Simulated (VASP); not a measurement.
# A slab model of the (0 0 1) face of NbAs, part 3 of 5

Aim: model the (0 0 1) face of NbAs by a slab and find how far its highest filled level lies below the vacuum. The start is a cell from a database of measured crystal structures.

VASP 6.6.1, plane waves and PAW; the level of theory is named at each step.

So far. Step 2 (The bulk reference): Energy at zero smearing: -34.73032 eV. Step 3 (Surface relaxation): The run ended after 12 ionic steps, 0.073 eV below its first step, once the forces on the free atoms met EDIFFG = -0.03.

## 4. Vacuum level and density of states

Level of this step: PBE with D3(BJ); plane waves and PAW (As, Nb_pv) (VASP).

A static run writes the electrostatic potential without exchange and correlation (LVHAR), which is flat in the vacuum and gives the level to count from. The dipole correction cancels the field that unlike faces would set up across the vacuum.

INCAR

```
SYSTEM = NbAs
PREC = Normal
ENCUT = 300
EDIFF = 1E-06
NELM = 120
ISMEAR = 0
SIGMA = 0.05
LREAL = .FALSE.
ALGO = Fast
GGA = PE
IVDW = 12
NBANDS = 52
LASPH = .TRUE.
LORBIT = 11
LWAVE = .TRUE.
LCHARG = .TRUE.
IDIPOL = 3
LDIPOL = .TRUE.
DIPOL = 0.5 0.5 0.5
LVHAR = .TRUE.
LVACPOTAV = .TRUE.
LELF = .TRUE.
NEDOS = 1500
```

POSCAR

```
NbAs
1.0
    3.4517000000      0.0000000000      0.0000000000
    0.0000000000      3.4517000000      0.0000000000
    0.0000000000      0.0000000000     24.7411200000
As Nb
4 4
Direct
    0.0000000000      0.0000000000      0.3031390700
    0.5000000000      0.0000000000      0.4211612100
    0.5000000000      0.5000000000      0.5395885893
    0.0000000000      0.5000000000      0.6585313029
    0.5000000000      0.5000000000      0.3427945100
    0.0000000000      0.5000000000      0.4608166500
    0.0000000000      0.0000000000      0.5784624301
    0.5000000000      0.0000000000      0.6918463089
```

KPOINTS

```
Automatic mesh
0
Gamma
8 8 1
0 0 0
```

The projector-augmented-wave data sets are As and Nb_pv (PBE family, release 64).

Launch:

```console
> mpirun -np 2 vasp_std
```

Log:

```text
[banner, memory and clock lines left out]
running    2 mpi-ranks, on    1 nodes
 distrk:  each k-point on    2 cores,    1 groups
 distr:  one band on    1 cores,    2 groups

 POSCAR found type information on POSCAR AsNb
 POSCAR found :  2 types and       8 ions
 LDA part: xc-table for (Slater+PW92), standard interpolation
 POSCAR, INCAR and KPOINTS ok, starting setup
 FFT: planning ... GRIDC
 FFT: planning ... GRID_SOFT
 FFT: planning ... GRID
 WAVECAR not read
 entering main loop
       N       E                     dE             d eps       ncg     rms          rms(c)
DAV:   1     0.452001998849E+03    0.45200E+03   -0.23474E+04  3088   0.726E+02
DAV:   2    -0.314682787835E+02   -0.48347E+03   -0.45819E+03  3352   0.365E+02
DAV:   3    -0.656390569733E+02   -0.34171E+02   -0.33027E+02  3928   0.880E+01
DAV:   4    -0.665753723697E+02   -0.93632E+00   -0.92918E+00  3920   0.172E+01
DAV:   5    -0.666043947633E+02   -0.29022E-01   -0.28996E-01  3976   0.287E+00    0.384E+01
RMM:   6    -0.921548007914E+02   -0.25550E+02   -0.22763E+01  4055   0.172E+01    0.248E+01
RMM:   7    -0.227714418276E+03   -0.13556E+03   -0.52738E+01  4290   0.203E+01    0.408E+01
RMM:   8    -0.872936884281E+02    0.14042E+03   -0.13244E+01  3873   0.173E+01    0.181E+01
RMM:   9    -0.740183876376E+02    0.13275E+02   -0.27589E+00  3448   0.768E+00    0.154E+01
RMM:  10    -0.657593309772E+02    0.82591E+01   -0.13870E+00  3890   0.466E+00    0.103E+01
RMM:  11    -0.638341503778E+02    0.19252E+01   -0.69200E-01  3848   0.322E+00    0.737E+00
RMM:  12    -0.624470607961E+02    0.13871E+01   -0.45779E-01  3985   0.211E+00    0.492E+00
RMM:  13    -0.621945154206E+02    0.25255E+00   -0.10230E-01  3991   0.118E+00    0.432E+00
RMM:  14    -0.616430584367E+02    0.55146E+00   -0.21612E-01  4007   0.160E+00    0.224E+00
RMM:  15    -0.615708467180E+02    0.72212E-01   -0.66714E-02  3992   0.953E-01    0.166E+00
RMM:  16    -0.615046899560E+02    0.66157E-01   -0.59802E-02  4016   0.920E-01    0.592E-01
RMM:  17    -0.614992565417E+02    0.54334E-02   -0.13594E-02  3960   0.436E-01    0.414E-01
RMM:  18    -0.614925310627E+02    0.67255E-02   -0.79580E-03  4004   0.330E-01    0.167E-01
RMM:  19    -0.614932606020E+02   -0.72954E-03   -0.22289E-03  4153   0.166E-01    0.244E-01
RMM:  20    -0.614920655925E+02    0.11950E-02   -0.14072E-03  3964   0.121E-01    0.121E-01
RMM:  21    -0.614924279056E+02   -0.36231E-03   -0.42131E-04  3829   0.790E-02    0.131E-01
RMM:  22    -0.614916238005E+02    0.80411E-03   -0.10120E-03  3959   0.105E-01    0.703E-02
RMM:  23    -0.614916329473E+02   -0.91468E-05   -0.94278E-05  3873   0.414E-02    0.365E-02
RMM:  24    -0.614916641850E+02   -0.31238E-04   -0.14367E-04  3672   0.303E-02    0.320E-02
RMM:  25    -0.614918113184E+02   -0.14713E-03   -0.81499E-05  3895   0.363E-02    0.528E-02
RMM:  26    -0.614918434079E+02   -0.32089E-04   -0.22227E-05  3531   0.160E-02    0.437E-02
RMM:  27    -0.614918409940E+02    0.24139E-05   -0.32375E-05  3740   0.197E-02    0.112E-02
RMM:  28    -0.614918857915E+02   -0.44797E-04   -0.11723E-05  3191   0.102E-02    0.105E-02
RMM:  29    -0.614919566241E+02   -0.70833E-04   -0.44218E-06  2920   0.838E-03    0.512E-03
RMM:  30    -0.614919966004E+02   -0.39976E-04   -0.21924E-06  2735   0.641E-03    0.336E-03
RMM:  31    -0.614920310652E+02   -0.34465E-04   -0.28762E-06  2731   0.528E-03    0.226E-03
RMM:  32    -0.614920419375E+02   -0.10872E-04   -0.93617E-07  2488   0.460E-03    0.203E-03
RMM:  33    -0.614920444243E+02   -0.24868E-05   -0.33716E-07  2243   0.291E-03    0.105E-03
RMM:  34    -0.614920475501E+02   -0.31259E-05   -0.26585E-07  2097   0.238E-03    0.142E-03
RMM:  35    -0.614920494160E+02   -0.18659E-05   -0.19607E-07  1871   0.176E-03    0.101E-03
RMM:  36    -0.614920497507E+02   -0.33470E-06   -0.90650E-08  1660   0.173E-03
|                                                                             |
|           W    W    AA    RRRRR   N    N  II  N    N   GGGG   !!!           |
|           W    W   A  A   R    R  NN   N  II  NN   N  G    G  !!!           |
|           W    W  A    A  R    R  N N  N  II  N N  N  G       !!!           |
|           W WW W  AAAAAA  RRRRR   N  N N  II  N  N N  G  GGG   !            |
|           WW  WW  A    A  R   R   N   NN  II  N   NN  G    G                |
|           W    W  A    A  R    R  N    N  II  N    N   GGGG   !!!           |
|                                                                             |
|     Did not find any points to average over, which means that no vacuum     |
|     field-free region was found. Please increase the size of  your cell     |
|     in the dimension of the dipole correction to obtain accurate            |
|     workfunction values.                                                    |
|                                                                             |

   1 F= -.65578297E+02 E0= -.65574241E+02  d E =-.811324E-02
 writing wavefunctions
```

It took 84 s on 2 MPI ranks of AMD EPYC 9R45, shared host; peak memory 0.37 GiB; 2.7 min of CPU time.

Parts of OUTCAR (step 4):

```text
The static configuration has the point symmetry C_2v.

 Found     25 irreducible k-points:

   k-points           NKPTS =     25   k-points in BZ     NKDIM =     25   number of bands    NBANDS=     52

   NELECT =      64.0000    total number of electrons

 dipolmoment           0.000000      0.000000     -0.070069 electrons x Angstroem

 E-fermi :   0.6724

 k-point     1 :       0.0000    0.0000    0.0000
  band No.  band energies     occupation
    ...
     29      -0.2725      2.00000
     30      -0.2205      2.00000
     31       0.4849      2.00000
     32       0.4962      2.00000
     33       0.6572      1.33212
     34       1.4808      0.00000
     35       1.6665      0.00000
     36       1.8813      0.00000
     37       2.0470      0.00000
     38       2.7368      0.00000
    ...

 k-point     2 :       0.1250    0.0000    0.0000
  band No.  band energies     occupation
    ...
     28      -0.5714      2.00000
     29      -0.5488      2.00000
     30      -0.1580      2.00000
     31       0.1051      2.00000
     32       0.5301      1.99994
     33       0.7253      0.13479
     34       1.1754      0.00000
     35       1.4691      0.00000
     36       1.7921      0.00000
     37       2.2456      0.00000
    ...

 Edisp (eV)   -4.08625

  Total      -3.19202    -2.12551    -0.23789     0.00000     0.00000     0.00000
  in kB     -17.34964   -11.55283    -1.29302     0.00000     0.00000     0.00000
  external pressure =      -10.07 kB  Pullay stress =        0.00 kB

 POSITION                                       TOTAL-FORCE (eV/Angst)
 -----------------------------------------------------------------------------------
      0.00000      0.00000      7.50000         0.000000      0.000000     -0.073285
      1.72585      0.00000     10.42000         0.000000      0.000000      0.287565
      1.72585      1.72585     13.35003         0.000000      0.000000      0.005894
      0.00000      1.72585     16.29280         0.000000      0.000000     -0.024434
      1.72585      1.72585      8.48112         0.000000      0.000000     -0.142444
      0.00000      1.72585     11.40112         0.000000      0.000000     -0.018408
      0.00000      0.00000     14.31181         0.000000      0.000000     -0.006606
      1.72585      0.00000     17.11705         0.000000      0.000000     -0.028282
 -----------------------------------------------------------------------------------
    total drift:                                0.000000      0.000000      0.000968

  FREE ENERGIE OF THE ION-ELECTRON SYSTEM (eV)
  ---------------------------------------------------
  free  energy   TOTEN  =       -65.5782973369 eV

  energy  without entropy=      -65.5701840991  energy(sigma->0) =      -65.57424072

 vacuum level on the upper side and lower side of the slab         4.598         5.665

 total charge
# of ion       s       p       d       tot
------------------------------------------
    1        1.237   1.554   0.037   2.828
    2        1.200   1.640   0.076   2.916
    3        1.201   1.639   0.076   2.917
    4        1.199   1.643   0.089   2.931
    5        0.309   6.314   3.065   9.688
    6        0.307   6.329   3.098   9.734
    7        0.306   6.331   3.098   9.734
    8        0.300   6.226   3.099   9.624
--------------------------------------------------
tot          6.058  31.676  12.639  50.373

[... 6 parts as in an earlier step ...]

[... 6 further parts left out ...]
```

Numbers from this step:

```yaml
electronic_cycles: 36
fermi_energy: 0.6724 eV
dos_at_the_fermi_level: 6.559 states/eV/cell
dipole_moment: 0, 0, -0.07007 e·Å
vacuum_levels: 4.598, 5.665 eV
work_functions_of_the_upper_and_lower_face: 3.926, 4.993 eV
```

The density of states has structure finer than the step of the table below, so its rows give means over 1 eV, whole bins alone (the curve runs from -12.0 to 7.95 eV). Peaks (eV: height): total -2.6: 9.54, -0.9: 10.5, 2.5: 11.7, 3.7: 9.86; As s -11.5: 1.87, -11.0: 4.54, -10.8: 4.83, -10.0: 2.70; As p -5.1: 1.72, -4.6: 1.81, -3.3: 2.19, -2.6: 2.57; Nb s -5.5: 0.659, -5.2: 0.530, 5.4: 0.590, 6.8: 0.702; Nb p -3.6: 0.396, -3.3: 0.431, -2.6: 0.488, -0.9: 0.375.

Means over bins of 0.086 eV. The density of states by energy, zero at the Fermi level; means over each step; values in states/eV/cell:

| energy (eV) | total | As s | As p | Nb s | Nb p | Nb d |
| --- | --- | --- | --- | --- | --- | --- |
| -11 | 4.72 | 2.75 | 0.0161 | 0.107 | 0.183 | 0.307 |
| -10 | 1.63 | 0.978 | 0.00679 | 0.0137 | 0.0458 | 0.101 |
| -9 | 0 | 0 | 0 | 0 | 0 | 0 |
| -8 | 0 | 0 | 0 | 0 | 0 | 0 |
| -7 | 0 | 0 | 0 | 0 | 0 | 0 |
| -6 | 0.940 | 0.0110 | 0.231 | 0.140 | 0.0312 | 0.128 |
| -5 | 4.56 | 0.0444 | 1.15 | 0.343 | 0.180 | 0.965 |
| -4 | 4.50 | 0.0658 | 1.16 | 0.211 | 0.225 | 1.06 |
| -3 | 6.97 | 0.0439 | 1.81 | 0.119 | 0.346 | 2.20 |
| -2 | 5.02 | 0.0107 | 1.15 | 0.0321 | 0.176 | 2.06 |
| -1 | 6.67 | 0.0279 | 0.670 | 0.0805 | 0.203 | 3.59 |
| 0 | 5.52 | 0.0193 | 0.378 | 0.0482 | 0.146 | 3.25 |
| 1 | 5.32 | 0.0247 | 0.216 | 0.0524 | 0.0874 | 3.74 |
| 2 | 6.87 | 0.0991 | 0.378 | 0.114 | 0.118 | 4.93 |
| 3 | 6.98 | 0.202 | 0.582 | 0.170 | 0.171 | 4.49 |
| 4 | 6.59 | 0.311 | 0.773 | 0.183 | 0.222 | 3.15 |
| 5 | 5.01 | 0.0899 | 0.757 | 0.183 | 0.188 | 1.69 |
| 6 | 4.19 | 0.0378 | 0.513 | 0.255 | 0.136 | 1.12 |
| 7 | 2.49 | 0.0519 | 0.181 | 0.277 | 0.138 | 0.353 |

The planar average of the electrostatic potential oscillates, so the rows of the table below give means over windows of 2.98 Å about each position, cut where the curve ends. Its maxima inside the range that stand out by 2 % of the span (Å: eV): 2.9: 4.99, 9.5: -1.18, 12.4: -1.11, 15.3: -0.967. Its minima: 7.8: -11.3, 10.8: -11.5, 13.7: -11.6, 16.6: -12.5.

Zero at the Fermi level. Table of planar average of the electrostatic potential by height; means over each step:

height (Å), planar average of the electrostatic potential (eV) and a bar from the least value:
```
     1.49        5.0 ##############################
     4.47        4.9 ##############################
     7.45       -4.7 #####
    10.43       -6.2 #
    13.41       -6.2 #
    16.39       -6.4 
    19.37        2.9 ########################
    22.35        3.9 ###########################
```

Density of states in the PAW spheres, an atom over height of the layer and energy from the Fermi level.

Values in states/eV, 22 rows by 8 columns, each cell a mean:
```
0.10 0.45 0.04 0.38 0.05 0.28 0.09 1.46
0.22 0.45 0.09 0.50 0.07 0.66 0.12 2.34
0.38 0.87 0.13 0.91 0.08 0.73 0.08 1.47
0.43 1.02 0.16 1.27 0.17 1.29 0.12 1.07
0.39 0.89 0.19 0.84 0.16 1.10 0.09 0.87
0.20 0.47 0.13 0.41 0.09 0.37 0.08 0.27
0.41 0.88 0.28 0.63 0.28 0.42 0.14 0.23
0.32 0.90 0.51 0.90 0.64 0.77 0.47 0.57
0.45 0.86 0.47 0.73 0.54 0.78 0.54 0.51
0.35 0.60 0.41 0.59 0.44 0.81 0.65 0.59
0.40 0.61 0.34 0.43 0.37 0.46 0.37 0.38
0.25 0.42 0.33 0.34 0.26 0.32 0.38 0.37
0.23 0.40 0.36 0.39 0.27 0.34 0.37 0.33
0.19 0.40 0.39 0.39 0.24 0.35 0.42 0.40
0.07 0.23 0.38 0.50 0.46 0.52 0.35 0.31
0.03 0.12 0.25 0.35 0.33 0.37 0.30 0.26
0.01 0.04 0.08 0.11 0.09 0.10 0.08 0.07
0.00 0.00 0.01 0.01 0.01 0.02 0.01 0.01
0.00 0.00 0.00 0.00 0.00 0.00 0.00 0.00
0.00 0.00 0.00 0.00 0.00 0.00 0.00 0.00
0.00 0.00 0.00 0.00 0.00 0.00 0.00 0.00
0.00 0.00 0.00 0.00 0.00 0.00 0.00 0.00
```
Columns: height of the layer (Å) from 7.5 to 17.1 (not evenly spaced); rows upwards: energy from the Fermi level (eV) from -7.9 to 0.5.

Force by atom:

| atom | x (eV/Å) | y (eV/Å) | z (eV/Å) | size |
| --- | --- | --- | --- | --- |
| As1 | 0.000 | 0.000 | -0.073 | 0.073 |
| As2 | 0.000 | 0.000 | 0.288 | 0.288 |
| As3 | 0.000 | 0.000 | 0.006 | 0.006 |
| As4 | 0.000 | 0.000 | -0.024 | 0.024 |
| Nb5 | 0.000 | 0.000 | -0.142 | 0.142 |
| Nb6 | 0.000 | 0.000 | -0.018 | 0.018 |
| Nb7 | 0.000 | 0.000 | -0.007 | 0.007 |
| Nb8 | 0.000 | 0.000 | -0.028 | 0.028 |

Electrostatic potential energy in the ca plane at fractional y = 0.000, with atoms of As and Nb within 0.2 Å of it. With pseudopotentials it is smooth inside the atoms' cores, unlike the true potential.

Ten even steps from '0' (-42 eV) to '9' (6 eV), each cell a mean:
```
99999999999999999950210699999999999976444578
99999999999999999984115899987789999987555678
99999999999999999998778999841148999998777889
99999999999999999999999998602106899999889999
99999999999999999999999998504405899999999999
99999999999999999999888998710017999998888899
99999999999999999987557899875578999987666789
99999999999999999971002799998889999986545678
99999999999999999850440589999999999976434568
```
Columns run along c (16.0 Å, from fractional 0.00 to 0.65 of the cell; values clipped at the 3rd and 97th percentile), rows up along a (3.5 Å). Atoms in or near the plane, at fractional coordinates: As at (0.30, 0.00), As at (0.42, 0.50), Nb at (0.58, 0.00).

ELF in the ca plane at fractional y = 0.000, with atoms of As and Nb within 0.2 Å of it. It is the smooth field of the valence electrons, not physical close to the nuclei.

Ten even steps from '0' (0.00) to '9' (0.89), each cell a mean:
```
00000000000000247999767752113455444423310332
00000000000000136899988752357887533322333433
00000000000000012467887644678898621111222235
00000000010000000123444446886578620012222345
00000000000000000012333346886478620012333455
00000000000000001346666545787788621111222245
00000000000000124789988743467898532211233334
00000000000000247899878752135666444323422432
00000000000001258999656752001334445534300232
```
Columns run along c (16.0 Å, from fractional 0.00 to 0.65 of the cell), rows up along a (3.5 Å). Atoms in or near the plane, at fractional coordinates: As at (0.30, 0.00), As at (0.42, 0.50), Nb at (0.58, 0.00).

Valence density in the ca plane at fractional y = 0.000, with atoms of As and Nb within 0.2 Å of it. It is the smooth field of the valence electrons, not physical close to the nuclei.

Values in e/Å³, 5 rows by 16 columns, each cell a mean:
```
0.0 0.0 0.0 0.0 0.0 0.0 0.3 0.4 0.4 0.1 0.3 0.2 0.1 0.7 2.8 0.6
0.0 0.0 0.0 0.0 0.0 0.0 0.1 0.3 0.3 0.3 0.5 0.4 0.1 0.2 0.4 0.2
0.0 0.0 0.0 0.0 0.0 0.0 0.0 0.2 0.2 0.4 0.1 0.4 0.1 0.2 0.2 0.2
0.0 0.0 0.0 0.0 0.0 0.0 0.1 0.4 0.3 0.3 0.5 0.3 0.1 0.3 0.8 0.3
0.0 0.0 0.0 0.0 0.0 0.0 0.3 0.2 0.4 0.1 0.2 0.2 0.1 0.9 3.6 0.7
```
Columns run along c (16.0 Å, from fractional 0.00 to 0.65 of the cell), rows up along a (3.5 Å). Atoms in or near the plane, at fractional coordinates: As at (0.30, 0.00), As at (0.42, 0.50), Nb at (0.58, 0.00).

The density of states holds every band computed, so its fall toward the upper end of the range is no gap.

The map of layer states is cut here 0.5 eV above the Fermi level, so it leaves out the states above that.

The vacuum level lies 3.93 eV above the Fermi level at the upper face; the two faces differ by 1.07 eV, the step that the slab's dipole of -0.070 e·Å makes.

VASP counts the dipole in electrons times Å, so a positive number points the physical dipole along −c.

The program found no field-free point at its default tolerance, but its printed level agrees with the flat part of the planar average.

On this mesh the fine structure of the density of states is sampling noise, and high empty states may be cut by the number of bands.

(Part 3 of 5 ends here.)

[Lines on the potential files, build, host, timing and source positions are cut from VASP's logs without a mark.]

[Logs are printed without paths, hosts, clocks, repeated set-up lines and the standing remarks that a program may print on its own settings, such as how far it seeks lower states.]

[Hosts, paths, dates, database ids (printed as entryN), source tags and the programs' standing remarks are cut or masked in the printed files.]

[In band tables of VASP the shares of atoms and orbitals are scaled to a sum of 1 inside the atoms' spheres.]

[Runs that stopped without an error message from VASP are left out.]
